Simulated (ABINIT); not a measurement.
# PbSe (Pm-3m) in ABINIT: reference runs

Reference runs on PbSe: the cell as given and a disturbed copy.

Everything below comes from runs of ABINIT 10.8.3 (patched build). Logs are shortened: lines on timing, memory, paths and dates and some standing lists are left out, and cuts for length are marked. The log counts tension as positive stress, the text compression.

## (1) The structure

The structure is cubic, space group Pm-3m (No. 221). Conventional cell: a = 3.784 Å, b = 3.784 Å, c = 3.784 Å, α = 90.00°, β = 90.00°, γ = 90.00°. Pb (site symmetry m-3m) has 8 Se at 3.28 Å as nearest neighbours. Se (site symmetry m-3m) is surrounded by 8 Pb at 3.28 Å.

Measurements of this composition are mostly on another form, of space group No. 225.

## (2) Single point, PBE

run.abi reads:

```
# Pseudopotentials
pp_dirpath "./"
pseudos "Pb.GGA_PBE-JTH.xml, Se.GGA_PBE-JTH.xml"

# Structure
acell 3*1.0
rprim
     7.1513321474     0.0000000000     0.0000000000
     0.0000000000     7.1513321474     0.0000000000
     0.0000000000     0.0000000000     7.1513321474
ntypat 2
znucl 82 34
natom 2
typat 1 2
xred
     0.0000000000     0.0000000000     0.0000000000
     0.5000000000     0.5000000000     0.5000000000

# Plane-wave basis
ecut 598.650497 eV
pawecutdg 44.0
pawxcdev 0

# k points
kptopt 1
ngkpt 7 7 7
nshiftk 1
shiftk 0.0 0.0 0.0

# Exchange and correlation
ixc 11

# Bands and occupations
nband 14
occopt 3
tsmear 0.05 eV

# SCF cycle
nstep 100
tolvrs 1.0e-9

# Output
iomode 3
prtwf 0
prtden 0
prteig 0
prtebands 0
enunit 2
```

Potentials or basis: JTH PAW PBE v2.0.

Command:

```sh
> abinit run.abi > log 2>&1
```

run.abo:

```text
.Version 10.8.3 of ABINIT
 Symmetries : space group Pm -3 m (#221); Bravais cP (primitive cubic)
================================================================================
 Values of the parameters that define the memory need of the present run
     intxc =       0    ionmov =       0      iscf =      17    lmnmax =      18
     lnmax =       6     mgfft =      32  mpssoang =       3    mqgrid =    3001
     natom =       2  nloc_mem =       2    nspden =       1   nspinor =       1
    nsppol =       1      nsym =      48    n1xccc =       1    ntypat =       2
    occopt =       3   xclevel =       2
       mpw =        1818          nfft =       32768          nkpt =          20
 PAW method is used; the additional fine FFT grid is defined by:
   mgfftf=        45    nfftf =     91125
================================================================================
================================================================================

--------------------------------------------------------------------------------
------------- Echo of variables that govern the present computation ------------
--------------------------------------------------------------------------------
 -outvars: echo values of preprocessed input variables --------
            acell      1.0000000000E+00  1.0000000000E+00  1.0000000000E+00 Bohr
              amu      2.07200000E+02  7.89600000E+01
             ecut      2.20000000E+01 Hartree
           enunit           2
              ixc          11
         kptrlatt        7    0    0      0    7    0      0    0    7
          kptrlen      5.00593250E+01
            natom           2
            nband          14
            ngfft          32      32      32
          ngfftdg          45      45      45
             nkpt          20
            nstep         100
             nsym          48
           ntypat           2
           occopt           3
        pawecutdg      4.40000000E+01 Hartree
         pawxcdev           0
           prtden           0
        prtebands           0
           prteig           0
            prtwf           0
            rprim      7.1513321474E+00  0.0000000000E+00  0.0000000000E+00
                       0.0000000000E+00  7.1513321474E+00  0.0000000000E+00
                       0.0000000000E+00  0.0000000000E+00  7.1513321474E+00
          spgroup         221
           tolvrs      1.00000000E-09
           tsmear      1.83746611E-03 Hartree
            typat      1  2
           useylm           1
           xangst      0.0000000000E+00  0.0000000000E+00  0.0000000000E+00
                       1.8921609987E+00  1.8921609987E+00  1.8921609987E+00
            xcart      0.0000000000E+00  0.0000000000E+00  0.0000000000E+00
                       3.5756660737E+00  3.5756660737E+00  3.5756660737E+00
             xred      0.0000000000E+00  0.0000000000E+00  0.0000000000E+00
                       5.0000000000E-01  5.0000000000E-01  5.0000000000E-01
            znucl       82.00000   34.00000

================================================================================

 chkinp: Checking input parameters for consistency.

================================================================================
== DATASET  1 ==================================================================

--- !DatasetInfo
iteration_state: {dtset: 1, }
dimensions: {natom: 2, nkpt: 20, mband: 14, nsppol: 1, nspinor: 1, nspden: 1, mpw: 1818, }
cutoff_energies: {ecut:  22.0, pawecutdg:  44.0, }
electrons: {nelect:   2.00000000E+01, charge:   0.00000000E+00, occopt:   3.00000000E+00, tsmear:   1.83746611E-03, }
meta: {optdriver: 0, ionmov: 0, optcell: 0, iscf: 17, paral_kgb: 0, }
...

 Exchange-correlation functional for the present dataset will be:
  GGA: Perdew-Burke-Ernzerhof functional - ixc=11
  J.P.Perdew, K.Burke, M.Ernzerhof, PRL 77, 3865 (1996)

 Real(R)+Recip(G) space primitive vectors, cartesian coordinates (Bohr,Bohr^-1):
 R(1)=  7.1513321  0.0000000  0.0000000  G(1)=  0.1398341  0.0000000  0.0000000
 R(2)=  0.0000000  7.1513321  0.0000000  G(2)=  0.0000000  0.1398341  0.0000000
 R(3)=  0.0000000  0.0000000  7.1513321  G(3)=  0.0000000  0.0000000  0.1398341
 Unit cell volume ucvol=  3.6573022E+02 bohr^3
 Angles (23,13,12)=  9.00000000E+01  9.00000000E+01  9.00000000E+01 degrees

 Coarse grid specifications (used for wave-functions):

 getcut: wavevector=  0.0000  0.0000  0.0000  ngfft=  32  32  32
         ecut(hartree)=     22.000   => boxcut(ratio)=   2.11927

 Fine grid specifications (used for densities):

 getcut: wavevector=  0.0000  0.0000  0.0000  ngfft=  45  45  45
         ecut(hartree)=     44.000   => boxcut(ratio)=   2.06051

--- Pseudopotential description ------------------------------------------------
- pspini: atom type   1  psp file is ./Pb.GGA_PBE-JTH.xml
[... 48 lines left out ...]
  sigma(3 3)=  4.77968488E-06  sigma(2 1)=  0.00000000E+00

--- !ResultsGS
iteration_state: {dtset: 1, }
comment   : Summary of ground state results
lattice_vectors:
- [  7.1513321,   0.0000000,   0.0000000, ]
- [  0.0000000,   7.1513321,   0.0000000, ]
- [  0.0000000,   0.0000000,   7.1513321, ]
lattice_lengths: [   7.15133,    7.15133,    7.15133, ]
lattice_angles: [ 90.000,  90.000,  90.000, ] # degrees, (23, 13, 12)
lattice_volume:   3.6573022E+02
convergence: {deltae: -1.805E-12, res2:  8.482E-10, residm:  4.196E-07, diffor: null, }
etotal    :  -7.08060877E+01
entropy   :   0.00000000E+00
fermie    :   1.49828391E-01
cartesian_stress_tensor: # hartree/bohr^3
- [  4.77968488E-06,   0.00000000E+00,   0.00000000E+00, ]
- [  0.00000000E+00,   4.77968488E-06,   0.00000000E+00, ]
- [  0.00000000E+00,   0.00000000E+00,   4.77968488E-06, ]
pressure_GPa:  -1.4062E-01
xred      :
- [  0.0000E+00,   0.0000E+00,   0.0000E+00, Pb]
- [  5.0000E-01,   5.0000E-01,   5.0000E-01, Se]
cartesian_forces: # hartree/bohr
- [ -0.00000000E+00,  -0.00000000E+00,  -0.00000000E+00, ]
- [ -0.00000000E+00,  -0.00000000E+00,  -0.00000000E+00, ]
force_length_stats: {min:   0.00000000E+00, max:   0.00000000E+00, mean:   0.00000000E+00, }
...

 Integrated electronic density in atomic spheres:
 ------------------------------------------------
 Atom  Sphere_radius  Integrated_density
    1        2.40264         11.27995013
    2        2.21132          3.88012500

================================================================================

 ----iterations are completed or convergence reached----

 Mean square residual over all n,k,spin=   19.528E-10; max=  41.960E-08
 reduced coordinates (array xred) for    2 atoms
       0.000000000000      0.000000000000      0.000000000000
       0.500000000000      0.500000000000      0.500000000000
 rms dE/dt=  0.0000E+00; max dE/dt=  0.0000E+00; dE/dt below (all hartree)
    1       0.000000000000      0.000000000000      0.000000000000
    2       0.000000000000      0.000000000000      0.000000000000

 cartesian coordinates (angstrom) at end:
    1      0.00000000000000     0.00000000000000     0.00000000000000
    2      1.89216099871738     1.89216099871738     1.89216099871738

 cartesian forces (hartree/bohr) at end:
    1     -0.00000000000000    -0.00000000000000    -0.00000000000000
    2     -0.00000000000000    -0.00000000000000    -0.00000000000000
 frms,max,avg= 0.0000000E+00 0.0000000E+00   0.000E+00  0.000E+00  0.000E+00 h/b

 cartesian forces (eV/Angstrom) at end:
    1     -0.00000000000000    -0.00000000000000    -0.00000000000000
    2     -0.00000000000000    -0.00000000000000    -0.00000000000000
 frms,max,avg= 0.0000000E+00 0.0000000E+00   0.000E+00  0.000E+00  0.000E+00 e/A
 length scales=  1.000000000000  1.000000000000  1.000000000000 bohr
              =  0.529177210544  0.529177210544  0.529177210544 angstroms
 Fermi (or HOMO) energy (hartree) =   0.14983   Average Vxc (hartree)=  -0.35620
 Eigenvalues (hartree) for nkpt=  20  k points:
 kpt#   1, nband= 14, wtk=  0.00292, kpt=  0.0000  0.0000  0.0000 (reduced coord)
  -0.47097   -0.47097   -0.46544   -0.46544   -0.46544   -0.33420   -0.10863    0.09636
   0.09636    0.09636    0.34054    0.34054    0.37383    0.37383
      occupation numbers for kpt#   1
   2.00000    2.00000    2.00000    2.00000    2.00000    2.00000    2.00000    2.00000
   2.00000    2.00000    0.00000    0.00000    0.00000    0.00000
 prteigrs : prtvol=0 or 1, do not print more k-points.

 Fermi (or HOMO) energy (eV) =   4.07704   Average Vxc (eV)=  -9.69263
 Eigenvalues (   eV  ) for nkpt=  20  k points:
 kpt#   1, nband= 14, wtk=  0.00292, kpt=  0.0000  0.0000  0.0000 (reduced coord)
 -12.81586  -12.81586  -12.66532  -12.66532  -12.66532   -9.09395   -2.95605    2.62219
   2.62219    2.62219    9.26647    9.26647   10.17235   10.17235
 prteigrs : prtvol=0 or 1, do not print more k-points.

--- !EnergyTerms
iteration_state     : {dtset: 1, }
comment             : Components of total free energy in Hartree
kinetic             :  8.37754947916218E+00
hartree             :  1.97646707054086E+01
xc                  : -8.79859642685318E+00
Ewald energy        : -5.54426952810811E+01
psp_core            :  2.99344225915379E+00
local_psp           : -6.34681231770922E+01
PAW spherical_terms :  2.57680598191948E+01
internal            : -7.08056926221071E+01
'-kT*entropy'       : -3.94713426747755E-04
total_energy        : -7.08060873355339E+01
total_energy_eV     : -1.92673179105388E+03
...

--- !EnergyTermsDC
iteration_state     : {dtset: 1, }
comment             : '"Double-counting" decomposition of free energy'
band_energy         : -5.04742618026171E+00
Ewald energy        : -5.54426952810811E+01
psp_core            :  2.99344225915379E+00
xc_dc               : -2.23239397846777E+01
PAW spherical_terms :  9.01492601323622E+00
internal            : -7.08056929736305E+01
'-kT*entropy'       : -3.94713426747755E-04
total_energy_dc     : -7.08060876870573E+01
total_energy_dc_eV  : -1.92673180061932E+03
...

--- !EnergyTermsWithPAWCore
iteration_state     : {dtset: 1, }
comment             : 'Components of total free energy, including PAW core contributions'
Total energy        : -2.33121533414357E+04
Total energy DC     : -2.33121533417872E+04
Total energy (eV)   : -6.34356008799343E+05
Total energy DC (eV): -6.34356008808908E+05
...

 Cartesian components of stress tensor (hartree/bohr^3)
  sigma(1 1)=  4.77968488E-06  sigma(3 2)=  0.00000000E+00
  sigma(2 2)=  4.77968488E-06  sigma(3 1)=  0.00000000E+00
  sigma(3 3)=  4.77968488E-06  sigma(2 1)=  0.00000000E+00

-Cartesian components of stress tensor (GPa)         [Pressure= -1.4062E-01 GPa]
- sigma(1 1)=  1.40623184E-01  sigma(3 2)=  0.00000000E+00
- sigma(2 2)=  1.40623184E-01  sigma(3 1)=  0.00000000E+00
- sigma(3 3)=  1.40623184E-01  sigma(2 1)=  0.00000000E+00

== END DATASET(S) ==============================================================
================================================================================

 -outvars: echo values of variables after computation  --------
            acell      1.0000000000E+00  1.0000000000E+00  1.0000000000E+00 Bohr
           etotal     -7.0806087687E+01
            fcart     -0.0000000000E+00 -0.0000000000E+00 -0.0000000000E+00
                      -0.0000000000E+00 -0.0000000000E+00 -0.0000000000E+00
            rprim      7.1513321474E+00  0.0000000000E+00  0.0000000000E+00
                       0.0000000000E+00  7.1513321474E+00  0.0000000000E+00
                       0.0000000000E+00  0.0000000000E+00  7.1513321474E+00
           strten      4.7796848840E-06  4.7796848840E-06  4.7796848840E-06
                       0.0000000000E+00  0.0000000000E+00  0.0000000000E+00
           xangst      0.0000000000E+00  0.0000000000E+00  0.0000000000E+00
                       1.8921609987E+00  1.8921609987E+00  1.8921609987E+00
             xred      0.0000000000E+00  0.0000000000E+00  0.0000000000E+00
                       5.0000000000E-01  5.0000000000E-01  5.0000000000E-01
 Calculation completed.
```

Run time: 28 s. Hardware: 1 thread of AMD EPYC 7R43 (Zen 3), shared host; peak memory 0.12 GiB.

Results:

- Free energy: -1926.7318 eV
- Pressure: -0.1 GPa
- Band gap on the k mesh: none (metal or under the smearing width)
- Valence electrons inside the program's atomic spheres: Pb 11.28; Se 3.88

Levels at points of the mesh, in eV from the Fermi level:
```csv
k point,band 6,band 7,band 8,band 9,band 10,band 11,band 12,band 13,band 14
"(0.00, 0.00, 0.00)",-13.17,-7.03,-1.45,-1.45,-1.45,5.19,5.19,6.10,6.10
```

## (3) Single point, PBE (atoms moved at random, drawn with an rms of 0.05 Å)

run.abi reads:

```
pp_dirpath "./"
pseudos "Pb.GGA_PBE-JTH.xml, Se.GGA_PBE-JTH.xml"

acell 3*1.0 Angstrom
rprim
     3.7843220000     0.0000000000     0.0000000000
     0.0000000000     3.7843220000     0.0000000000
     0.0000000000     0.0000000000     3.7843220000
ntypat 2
znucl 82 34
natom 2
typat 1 2
xred
     0.0101260000    -0.0079530000    -0.0073640000
     0.5063550000     0.4938230000     0.5045880000
chkprim 0
chksymtnons 0
tolsym 1.0e-6

ecut 22.0
pawecutdg 44.0
pawxcdev 0

kptopt 1
ngkpt 7 7 7
nshiftk 1
shiftk 0.0 0.0 0.0

ixc 11

nband 14
occopt 3
tsmear 0.00183747

nstep 100
tolvrs 1.0e-9

iomode 3
prtwf 0
prteig 0
prtebands 0
prtden 1
prtvha 1
prtvclmb 1
prtpot 1
```

Potentials or basis: JTH PAW PBE v2.0.

Command:

```sh
> abinit run.abi > log 2>&1
```

Run time: 3.1 min. Hardware: 1 thread of AMD EPYC 7R43 (Zen 3), shared host; peak memory 0.25 GiB.

The run converged. Its results:

* Free energy: -1926.7327 eV
* Pressure: -0.1 GPa
* Largest force: 0.038 eV/Å
* Band gap on the k mesh: none (metal or under the smearing width)
* Valence electrons inside the program's atomic spheres: Pb 11.29; Se 3.88

Forces on the atoms (eV/Å):
```
Pb   0.011 -0.006 -0.035
Se  -0.011  0.006  0.035
```

Levels at points of the mesh, in eV from the Fermi level:
| k point | band 7 | band 8 | band 9 | band 10 | band 11 | band 12 | band 13 | band 14 |
| --- | --- | --- | --- | --- | --- | --- | --- | --- |
| (0.00, 0.00, 0.00) | -7.03 | -1.46 | -1.46 | -1.45 | 5.14 | 5.18 | 6.10 | 6.10 |

Spin-orbit coupling is left out, which matters for the levels of Pb.
